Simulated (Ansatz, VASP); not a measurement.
# BiTe in VASP and in Ansatz

The input INCAR:

```
PREC = Accurate ; ENCUT = 520
EDIFF = 1E-6 ; ISMEAR = -1
SIGMA = 0.05 ; LREAL = F
LASPH = T ; NELM = 100
ALGO = Normal ; ISIF = 2
LWAVE = F ; LCHARG = F
GGA = PE ; NBANDS = 18
```

KPOINTS

```
regular mesh
0
Gamma
  7 7 7
```

The input POSCAR:

```
BiTe
1.0
    0.0000000000      3.2350000000      3.2350000000
    3.2350000000      0.0000000000      3.2350000000
    3.2350000000      3.2350000000      0.0000000000
Bi Te
1 1
Direct
    0.0000000000      0.0000000000      0.0000000000
    0.5000000000      0.5000000000      0.5000000000
```

input.yaml

```yaml
crystal:
  lattice:
    - [0.0, 3.235, 3.235]
    - [3.235, 0.0, 3.235]
    - [3.235, 3.235, 0.0]
  atoms:
    - { symbol: Bi, position: [0.0, 0.0, 0.0] }
    - { symbol: Te, position: [0.5, 0.5, 0.5] }
kpoints:
  mp_grid: { grid: [7, 7, 7] }
  band_path:
    path:
      - [0.0, 0.0, 0.0]
      - [0.5, 0.0, 0.5]
      - [0.5, 0.25, 0.75]
      - [0.375, 0.375, 0.75]
      - [0.0, 0.0, 0.0]
      - [0.5, 0.5, 0.5]
      - [0.625, 0.25, 0.625]
      - [0.5, 0.25, 0.75]
    npoints: 6
scf:
  occupations: { method: fermi_dirac, width: 0.05 }
hamiltonian:
  xc: pbe
  pseudopotentials: { kind: all_electron, lapw: { basis_error: 0.001 } }
output:
  forces: true
  stress: true
  eigenvalues: true
```

Alike in both runs: functional PBE; k mesh 7 × 7 × 7; occupations fermi-dirac, width 0.05 eV; no spin polarisation.

```csv
,VASP,Ansatz
version,VASP 6.6.1,Ansatz 0.2.0
potentials or method,"VASP PAW PBE potentials, release 64 (Bi_d, Te)","all-electron LAPW, scalar-relativistic"
plane-wave cutoff (eV),520,see its input
task,single point,band structure
```

```tsv
	VASP	Ansatz	Ansatz less VASP
gap on the k mesh at the Fermi level (eV)	none	none	-
pressure (GPa)	0.9	0.9	+0.07
```

A gap of «none» marks a metal or a gap that the smearing closes. Ansatz ran all-electron here, so the differences hold the error of VASP's frozen core and of both bases.

Caveats: spin-orbit coupling is left out, which moves the levels of the heavy elements.
